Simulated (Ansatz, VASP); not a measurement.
## One calculation of Mo, two programs

The input INCAR:

```
SYSTEM = Mo
  PREC = Accurate
  ENCUT = 520
  EDIFF = 1E-7
  ISMEAR = 0
  SIGMA = 0.15
  LREAL = .False.
  LASPH = .True.
  NELM = 100
  ALGO = Fast
  ISIF = 2
  LWAVE = .False.
  LCHARG = .False.
  GGA = PE
  NBANDS = 13
```

Contents of KPOINTS:

```
Automatic mesh
0
Gamma
  22 22 22
  0 0 0
```

File POSCAR:

```
Mo
1.0
    0.0000000000      2.1344717587      1.8290288500
    2.1344717587      0.0000000000      1.8290288500
    2.1344717587      2.1344717587      0.0000000000
Mo
1
Direct
    0.0000000000      0.0000000000      0.0000000000
```

Input for Ansatz:

```yaml
crystal:
  lattice:
    - [0.0, 2.1344717587, 1.82902885]
    - [2.1344717587, 0.0, 1.82902885]
    - [2.1344717587, 2.1344717587, 0.0]
  atoms:
    - { symbol: Mo, position: [0.0, 0.0, 0.0] }
basis:
  ecutwfc: 420
kpoints:
  mp_grid: { grid: [22, 22, 22] }
hamiltonian:
  xc: pbe
scf:
  occupations: { method: gaussian, width: 0.15 }
output:
  forces: true
  stress: true
  eigenvalues: true
```

Alike in both runs: task single point; functional PBE; k mesh 22 × 22 × 22; occupations gaussian, width 0.15 eV; no spin polarisation.

```csv
,VASP,Ansatz
version,VASP 6.6.1,Ansatz 0.2.0
potentials or method,"VASP PAW PBE potentials, release 64 (Mo_sv)","scalar-relativistic, plane waves, PAW"
plane-wave cutoff (eV),520,420
valence electrons in the cell,14,14
```

VASP gave:

```
gap on the k mesh at the Fermi level (eV)       : none
pressure (GPa)                                  : -9.0
largest component of the traceless stress (GPa) : 16.60
```

Problem. What did Ansatz give for the same quantities?

Solution. gap on the k mesh at the Fermi level (eV): none; pressure (GPa): -9.4; largest component of the traceless stress (GPa): 16.62.

A gap of «none» marks a metal or a gap that the smearing closes.
